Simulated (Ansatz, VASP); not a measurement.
## Two plane-wave programs on Al

```
Al
1.0
     2.82277    0.00000    0.00000
    -1.41139    2.44459    0.00000
     0.00000    0.00000   26.52393
Al
6
Cartesian
  1.4114 0.8149 7.5000
  0.0000 1.6297 9.8048
  0.0000 0.0000 12.1096
  1.4114 0.8149 14.4144
  0.0000 1.6297 16.7191
  0.0000 0.0000 19.0239
```

Alike in both runs: task single point; functional r2SCAN; k mesh 12 × 12 × 1; occupations gaussian, width 0.1 eV; no spin polarisation.

```csv
,VASP,Ansatz
version,VASP 6.6.1,Ansatz 0.2.0
potentials or method,"VASP PAW PBE potentials, release 64 (Al)","scalar-relativistic, plane waves, PAW"
plane-wave cutoff (eV),520,500
valence electrons in the cell,18,18
```

```tsv
	VASP	Ansatz	Ansatz less VASP
gap on the k mesh at the Fermi level (eV)	none	none	-
rms of the force components (eV/Å)	0.043	0.044	+0.0014
work function, face that differs most (eV)	4.05	4.11	+0.059
```

Atom by atom the forces differ by 0.004 eV/Å (rms over components). A gap of «none» marks a metal or a gap that the smearing closes. The functional is the same, so the differences come from potentials, cutoffs and numerics. Ansatz warned: «xc_potential_rough_in_thin_density».

Caveats: the PAW data sets were made with another functional, which shifts forces and pressure a little (VASP).
